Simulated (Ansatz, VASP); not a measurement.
# In2O: VASP beside Ansatz

```xyz
6
Lattice="3.2718 0.0000 0.0000 -1.6359 2.8335 0.0000 0.0000 0.0000 13.7973" Properties=species:S:1:pos:R:3 pbc="T T T"
In    0.0000    1.8890    8.7461
In    1.6359    0.9445    1.8475
In    1.6359    0.9445    5.0511
In    0.0000    1.8890   11.9498
O     0.0000    1.8890    3.4493
O     1.6359    0.9445   10.3480
```

Change from the starting cell: species swapped into the Re2C type (P6_3/mmc, No. 194).

Alike in both runs: functional PBE; k mesh 15 × 15 × 4; occupations gaussian, width 0.1 eV; no spin polarisation.

Ansatz relaxed the structure, and its values are those at the end. VASP's run is a single point on that final structure, the one shown.

|  | VASP | Ansatz |
| --- | --- | --- |
| version | VASP 6.6.1 | Ansatz 0.2.0 |
| potentials or method | VASP PAW PBE potentials, release 64 (In_d, O) | scalar-relativistic, plane waves, PAW |
| plane-wave cutoff (eV) | 520 | 420 |
| valence electrons in the cell | 64 | 64 |

```tsv
	VASP	Ansatz	Ansatz less VASP
gap on the k mesh at the Fermi level (eV)	none	none	-
pressure (GPa)	0.0	0.0	0.00
rms of the force components (eV/Å)	0.010	0.000	-0.0103
```

A gap of «none» marks a metal or a gap that the smearing closes. With one functional, cell and mesh, what is left measures potentials, basis and numerics.
